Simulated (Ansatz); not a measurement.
## What strain does to SnO2 (1T monolayer)

SnO2 (1T monolayer), relaxed with r2SCAN in Ansatz. The sheet's in-plane cell has a = 3.189 Å, b = 3.189 Å (γ = 120.0°), and its outermost atoms lie 1.98 Å apart along the normal. Around Sn lie 6 O at 2.09 Å; around O lie 3 Sn at 2.09 Å.

The axes x, y and z are those of this cell:
```
CELL_PARAMETERS angstrom
3.18893 0.00000 0.00000
-1.59447 2.76170 0.00000
0.00000 0.00000 28.53365
ATOMIC_POSITIONS crystal
Sn 0.00000 0.00000 0.31542
O 0.33333 0.66667 0.35015
O 0.66667 0.33333 0.28068
```
The sheet repeats along a and b alone.

Unstrained: With PBE the valence top lies at Γ–K (0.73 of the way from Γ) and the conduction bottom at Γ, 2.873 eV higher; the smallest vertical gap, at Γ–M (0.10 of the way from Γ), is 3.498 eV. The r2SCAN gap is indirect, 3.439 eV (Γ–K (0.73 of the way from Γ) to Γ), below the direct gap of 4.060 eV at Γ–M (0.10 of the way from Γ). The HSE06 gap is indirect, 4.465 eV (Γ–K (0.73 of the way from Γ) to Γ), below the direct gap of 5.061 eV at Γ–M (0.10 of the way from Γ). Meshes: PBE 12×12×1, r2SCAN 12×12×1, HSE06 6×6×1. Strains are changes of length per length. After each strain the atoms were relaxed again with r2SCAN within the symmetry that the strain leaves, so tilts or polar shifts that break it weren't tested; points keep the names that they have in the unstrained zone. The calculation is spin-unpolarised, and the structure need not be a phase that has been made.

Changes of the least gap in eV (an overlap counts as a negative gap):

| strain | area change (%) | space group | PBE | r2SCAN | HSE06 | energy rise, r2SCAN (meV/atom) |
| --- | --- | --- | --- | --- | --- | --- |
| uniaxial +5.0 % along y | +5.0 | – | -0.472 | -0.508 | -0.526 | 30.3 |
| in-plane biaxial -5.0 % | -9.7 | – | +0.863 | +0.923 | +0.944 | 95.9 |
| in-plane biaxial +1.0 % | +2.0 | – | -0.186 | -0.200 | -0.208 | 3.4 |

Uniaxial +5.0 % along y, other directions held. HSE06: the gap goes from 4.465 to 3.939 eV (-0.526 eV); the edges go from Γ–K (0.73) → Γ to (0.229, 0.276, 0) → Γ. Stress change with r2SCAN, compression positive: xx -1.85, yy -6.23 N/m.

In-plane biaxial -5.0 %. HSE06: the gap goes from 4.465 to 5.409 eV (+0.944 eV); the edges go from Γ–K (0.73) → Γ to Γ–K (0.72) → Γ. Stress change with r2SCAN, compression positive: xx +11.57, yy +11.57 N/m.

In-plane biaxial +1.0 %. HSE06: the gap goes from 4.465 to 4.257 eV (-0.208 eV); the edges go from Γ–K (0.73) → Γ to Γ–K (0.75) → Γ. Stress change with r2SCAN, compression positive: xx -1.82, yy -1.82 N/m.

No spin-orbit coupling is included; it can move band edges with weight on the heavy atoms by tenths of an eV.

Where an edge lies off the special points, it is a point of the mesh or the k point where a search put PBE's edge or least direct gap, reused for the other functionals, whose own edges may lie a little apart.

Coordinates of k points refer to the reciprocal vectors of the primitive cell of the runs.

The meshes of the hybrids are coarse, so their gaps aren't converged to the digits shown.

For some runs the program warns that the potential is rough where the density is thin, which bears on empty states near the vacuum.
